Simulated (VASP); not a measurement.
# H in VASP: a series of runs, part 2 of 2

VASP 6.6.1. The steps go on from the part before.

### Step 4. Single point, RPBE, collinear spin, ferromagnetic start

File INCAR:

```
PREC = Accurate
ENCUT = 400
EDIFF = 1E-6
ISMEAR = 0
SIGMA = 0.01
LREAL = False
LASPH = True
NELM = 100
ALGO = Normal
ISIF = 2
LWAVE = False
LCHARG = False
ISPIN = 2
MAGMOM = 1.1
LORBIT = 11
NUPDOWN = 1
GGA = RP
ISYM = 0
```

File KPOINTS:

```
Automatic mesh
0
Gamma
  1 1 1
```

File POSCAR:

```
H                                       
1.0
   10.5000000000      0.0000000000      0.0000000000
    0.0000000000     11.0000000000      0.0000000000
    0.0000000000      0.0000000000     11.5000000000
  H             
     1
Selective dynamics
Direct
     0.5000000000000000    0.5045454544999970    0.5000000000000000   F   F   F
```

Potentials or basis: VASP PAW PBE potentials, release 64 (H).

Run with:

```
$ cat potpaw_PBE.64/H/POTCAR > POTCAR
$ mpirun -np 1 vasp_gam > vasp.out
```

OUTCAR:

```text
PREC = Accurate
   ENCUT = 400
   EDIFF = 1E-6
   ISMEAR = 0
   LREAL = False
   LASPH = True
   NELM = 100
   ISIF = 2
   ISPIN = 2
   LORBIT = 11
   NUPDOWN = 1
   GGA = RP
   ISYM = 0

 ion  position               nearest neighbor table
   1  0.500  0.505  0.500-

IMPORTANT INFORMATION: All symmetrisations will be switched off!
NOSYMM: (Re-)initialisation of all symmetry stuff for point group C_1.

----------------------------------------------------------------------------------------

                                     Primitive cell

  volume of cell :    1328.2500

  direct lattice vectors                    reciprocal lattice vectors
    10.500000000  0.000000000  0.000000000     0.095238095  0.000000000  0.000000000
     0.000000000 11.000000000  0.000000000     0.000000000  0.090909091  0.000000000
     0.000000000  0.000000000 11.500000000     0.000000000  0.000000000  0.086956522

  length of vectors
    10.500000000 11.000000000 11.500000000     0.095238095  0.090909091  0.086956522

  position of ions in fractional coordinates (direct lattice)
     0.500000000  0.504545454  0.500000000

  ion indices of the primitive-cell ions
   primitive index   ion index
                 1           1

----------------------------------------------------------------------------------------

 KPOINTS: Automatic mesh

Automatic generation of k-mesh.
 Grid dimensions read from file:
 generate k-points for:    1    1    1

 Generating k-lattice:

  Cartesian coordinates                     Fractional coordinates (reciprocal lattice)
     0.095238095  0.000000000  0.000000000     1.000000000  0.000000000  0.000000000
     0.000000000  0.090909091  0.000000000     0.000000000  1.000000000  0.000000000
     0.000000000  0.000000000  0.086956522     0.000000000  0.000000000  1.000000000

  Length of vectors
     0.095238095  0.090909091  0.086956522

  Shift w.r.t. Gamma in fractional coordinates (k-lattice)
     0.000000000  0.000000000  0.000000000

 Subroutine IBZKPT returns following result:
 ===========================================

 Found      1 irreducible k-points:

 Following reciprocal coordinates:
            Coordinates               Weight
  0.000000  0.000000  0.000000      1.000000
   k-points           NKPTS =      1   k-points in BZ     NKDIM =      1   number of bands    NBANDS=      5
   number of dos      NEDOS =    301   number of ions     NIONS =      1
   total plane-waves  NPLWV = 403200
   dimension x,y,z NGX =    70 NGY =   72 NGZ =   80
   dimension x,y,z NGXF=   140 NGYF=  144 NGZF=  160
   ions per type =               1
   NGX,Y,Z   is equivalent  to a cutoff of  11.08, 10.88, 11.56 a.u.
   NGXF,Y,Z  is equivalent  to a cutoff of  22.17, 21.76, 23.13 a.u.
 SYSTEM =  unknown system
   PREC   = accura    normal or accurate (medium, high low for compatibility)
   ISTART =      0    job   : 0-new  1-cont  2-samecut
   ICHARG =      2    charge: 1-file 2-atom 10-const
   ISPIN  =      2    spin polarized calculation?
   LNONCOLLINEAR =      F non collinear calculations
   LSORBIT =      F    spin-orbit coupling
   LASPH  =      T    aspherical Exc in radial PAW
   ENCUT  =  400.0 eV  29.40 Ry    5.42 a.u.  17.12 17.94 18.75*2*pi/ulx,y,z
   NELM   =    100;   NELMIN=  2; NELMDL= -5     # of ELM steps
   EDIFF  = 0.1E-05   stopping-criterion for ELM
   LREAL  =      F    real-space projection
   EDIFFG = 0.1E-04   stopping-criterion for IOM
   NSW    =      0    number of steps for IOM
   IBRION =     -1    ionic relax: 0-MD 1-quasi-New 2-CG
   NFREE  =      0    steps in history (QN), initial steepest desc. (CG)
   ISIF   =      2    stress and relaxation
   ISYM   =      0    0-nonsym 1-usesym 2-fastsym
   POTIM  = 0.5000    time-step for ionic-motion
   TEBEG  =    0.0;   TEEND  =   0.0 temperature during run
   PSTRESS=    0.0 pullay stress
   NELECT =       1.0000    total number of electrons
   NUPDOWN=       1.0000    fix difference up-down
   EMIN   =  10.00;   EMAX   =-10.00  energy-range for DOS
   EFERMI =   0.00;   METHOD = LEGACY
   ISMEAR =     0;   SIGMA  =   0.01  broadening in eV -4-tet -1-fermi 0-gaus
   EFERMI_NEDOS =   21; number of points for ismear=-14 and -15
   IALGO  =     38    algorithm
   IMIX   =      4    mixing-type and parameters
     AMIX     =   0.40;   BMIX     =  1.00
     AMIX_MAG =   1.60;   BMIX_MAG =  1.00
  volume/ion in A,a.u.               =    1328.25      8963.47
  Fermi-wavevector in a.u.,A,eV,Ry     =   0.148930  0.281436  0.301778  0.022180
  Thomas-Fermi vector in A             =   0.822895
   LORBIT       =     11    0 simple, 1 ext, 2 COOP (PROOUT), +10 PAW based schemes
   GGA     = RP    functional components
   LHFCALC =     F    Hartree Fock is set to
   AEXX    =    0.0000 exact exchange contribution
   IVDW    =     0    specifies the selected vdW correction
   LEPSILON=     F    determine dielectric tensor
   LRPA    =     F    only Hartree local field effects (RPA)
 spin polarized calculation
 Gauss-broadening in eV      SIGMA  =   0.01
  energy-cutoff  :      400.00
  volume of cell :     1328.25
 maximum number of plane-waves:     12033
 NGX is ok and might be reduce to    70
   NGX = 35   NGY = 35   NGZ = 37

 number of electron       1.0000001 magnetization       0.9999988

 Free energy of the ion-electron system (eV)
  ---------------------------------------------------
  ext. energy  EPLUGINS =         0.00000000
  ---------------------------------------------------
  free energy    TOTEN  =        -1.20483810 eV

  energy without entropy =       -1.20483810  energy(sigma->0) =       -1.20483810

 E-fermi :  -8.0847     XC(G=0):  -0.1315

 val. band max:       -7.6223666680   @ k =   0.0000   0.0000   0.0000
 cond. band min:      -0.2433285500   @ k =   0.0000   0.0000   0.0000
 fundamental gap:      7.3790381180
 Fermi energy:        -7.5695920004

 spin component 1

 k-point     1 :       0.0000    0.0000    0.0000
  band No.  band energies     occupation
      1      -7.6224      1.00000
      2      -0.2433      0.00000
      3       0.5135      0.00000
      4       0.5719      0.00000
      5       0.6397      0.00000
 Fermi energy:        -8.0847024886

 spin component 2

 k-point     1 :       0.0000    0.0000    0.0000
  band No.  band energies     occupation
      1       0.0482      0.00000
      2       1.1630      0.00000
      3       1.1759      0.00000
      4       1.2697      0.00000
      5       1.2973      0.00000

------------------------ aborting loop because EDIFF is reached ----------------------------------------

  FORCE on cell =-STRESS in cart. coord.  units (eV):
  Direction    XX          YY          ZZ          XY          YZ          ZX
  --------------------------------------------------------------------------------------
  -------------------------------------------------------------------------------------
  Total       -0.0461530     -0.0462376     -0.0461685     -0.0000000      0.0000000     -0.0000000
  in kB       -0.0556712     -0.0557733     -0.0556899     -0.0000000      0.0000000     -0.0000000
  external PRESSURE =      -0.0557115 kB  Pullay stress =       0.0000000 kB

 VOLUME and BASIS-vectors are now :
 -----------------------------------------------------------------------------
  energy-cutoff  :      400.00
  volume of cell :     1328.25
      direct lattice vectors                 reciprocal lattice vectors
    10.500000000  0.000000000  0.000000000     0.095238095  0.000000000  0.000000000
     0.000000000 11.000000000  0.000000000     0.000000000  0.090909091  0.000000000
     0.000000000  0.000000000 11.500000000     0.000000000  0.000000000  0.086956522

 POSITION                                       TOTAL-FORCE (eV/Angst)
 -----------------------------------------------------------------------------------
      5.25000      5.55000      5.75000        -0.000000     -0.000161      0.000000
 -----------------------------------------------------------------------------------
    total drift:                               -0.000000     -0.000161      0.000000

  FREE ENERGIE OF THE ION-ELECTRON SYSTEM (eV)
  ---------------------------------------------------
  free  energy   TOTEN  =        -1.2048380992 eV

  energy  without entropy=       -1.2048380992  energy(sigma->0) =       -1.20483810

 total charge

# of ion       s       p       d       tot
------------------------------------------
    1        0.384   0.000   0.000   0.384

 magnetization (x)

# of ion       s       p       d       tot
------------------------------------------
    1        0.384   0.000   0.000   0.384
```

OSZICAR:

```text
N       E                     dE             d eps       ncg     rms          rms(c)
DAV:   1     0.298893872052E+01    0.29889E+01   -0.88267E+01    20   0.453E+01
DAV:   2     0.488937724479E+00   -0.25000E+01   -0.25000E+01    40   0.145E+01
[... 19 lines left out ...]
DAV:  22    -0.120481242160E+01   -0.68627E-05   -0.43499E-09    25   0.243E-04    0.362E-05
DAV:  23    -0.120483043398E+01   -0.18012E-04   -0.27005E-09    30   0.199E-04    0.102E-05
DAV:  24    -0.120482911988E+01    0.13141E-05   -0.27236E-10    20   0.744E-05    0.706E-06
DAV:  25    -0.120483689105E+01   -0.77712E-05   -0.25863E-10    25   0.512E-05    0.352E-06
DAV:  26    -0.120483814858E+01   -0.12575E-05   -0.96758E-11    20   0.418E-05    0.215E-06
DAV:  27    -0.120483809922E+01    0.49361E-07   -0.35083E-11    25   0.237E-05
   1 F= -.12048381E+01 E0= -.12048381E+01  d E =-.226243E-14  mag=     1.0000
```

stdout:

```text
POSCAR found type information on POSCAR H
 POSCAR found :  1 types and       1 ions
 scaLAPACK will be used
 -----------------------------------------------------------------------------
|                                                                             |
|                                                                             |
|     You enforced a specific xc type in the INCAR file but a different       |
|     I HOPE YOU KNOW WHAT YOU ARE DOING!                                     |
|                                                                             |
 -----------------------------------------------------------------------------

 LDA part: xc-table for (Slater+PW92), standard interpolation
 POSCAR, INCAR and KPOINTS ok, starting setup
 FFT: planning ... GRIDC
 FFT: planning ... GRID_SOFT
 FFT: planning ... GRID
 WAVECAR not read
 entering main loop
```

Run time: 51 s. Hardware: 1 thread of Intel Xeon 6975P-C (Granite Rapids), shared host; peak memory 1 GiB.

Results:

* Free energy: -1.2048 eV
* Net moment: 1.00 μB per cell
* Site moments: H +0.38 μB
* Valence electrons inside the program's atomic spheres: H 0.38

Caveat: the PAW data sets were made with another functional, which shifts forces and pressure a little; the total moment is fixed, so each spin has its own Fermi level.

### Step 5. Single point, RPBE+D3(BJ), collinear spin, ferromagnetic start

Edit INCAR of step 4 so:

```diff
@@ -17,2 +17,3 @@
 GGA = RP
+IVDW = 12
 ISYM = 0
```

KPOINTS is that of step 4.

POSCAR is that of step 4.

Run with:

```
$ cat potpaw_PBE.64/H/POTCAR > POTCAR
$ mpirun -np 1 vasp_gam > vasp.out
```

Run time: 52 s. Hardware: 1 thread of Intel Xeon 6975P-C (Granite Rapids), shared host; peak memory 1 GiB.

Results (log left out):

```yaml
Free_energy: -1.2048 eV
Net_moment: 1.00 μB per cell
Site_moments: H +0.38 μB
Valence_electrons_inside_the_program's_atomic_spheres: H 0.38
Dispersion_energy_per_atom: 0.000 eV
```

Caveat: the PAW data sets were made with another functional, which shifts forces and pressure a little; the total moment is fixed, so each spin has its own Fermi level.

### Step 6. The runs side by side

| task | level | cell | atoms held fixed (from 0) | moment (μB) |
| --- | --- | --- | --- | --- |
| relaxation of the atoms | PBE+D3(BJ) | atoms relaxed | [0] | 1.00 |
| single point | PBE | as given | - | 1.00 |
| single point | RPBE | as given | - | 1.00 |
| single point | RPBE+D3(BJ) | as given | - | 1.00 |

Alike in all rows: potentials or basis VASP PAW PBE potentials, release 64 (H); spin collinear, ferromagnetic start; fixed moment (μB) 1; k mesh 1 × 1 × 1; cutoff (eV) 400; smearing gaussian 0.01 eV.

Caveats: the total moment is fixed, so each spin has its own Fermi level; the PAW data sets were made with another functional, which shifts forces and pressure a little (some runs); the relaxation stopped at its first step, so nothing moved (some runs).

Absolute energies hang on the potentials; compare differences alone.
